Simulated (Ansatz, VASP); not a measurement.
**GaSb: VASP beside Ansatz**

```xyz
2
Lattice="0.0000 3.0686 3.0686 3.0686 0.0000 3.0686 3.0686 3.0686 0.0000" Properties=species:S:1:pos:R:3 pbc="T T T"
Ga    0.0000    0.0000    0.0000
Sb    1.5343    1.5343    1.5343
```

The cell was built by a generator and isn't the measured one.

Alike in both runs: task relaxation of cell and atoms; functional PBE; k mesh 12 × 12 × 12; occupations gaussian, width 0.1 eV; no spin polarisation.

```csv
,VASP,Ansatz
version,VASP 6.6.1,Ansatz 0.2.0
potentials or method,"VASP PAW PBE potentials, release 64 (Ga_d, Sb)","scalar-relativistic, plane waves, PAW"
plane-wave cutoff (eV),600,420
valence electrons in the cell,18,28
```

|  | VASP | Ansatz | Ansatz less VASP |
| --- | --- | --- | --- |
| gap on the k mesh at the Fermi level, each at its own relaxed structure (eV) | none | none | - |
| relaxed volume (Å³/atom) | 30.03 | 29.99 | -0.035 |
| relaxed cell length with the largest relative difference (Å) | 4.396 | 4.394 | -0.0017 |
| energy change over the relaxation (meV/atom) | -6 | -6 | +0.4 |

A gap of «none» marks a metal or a gap that the smearing closes. The two sets of potentials don't hold the same shells in valence.

Caveats: this crystal is a semiconductor, whose small gap the functional closes, so the metal is an error of the method. Spin-orbit coupling is left out, which matters for the levels of Sb.
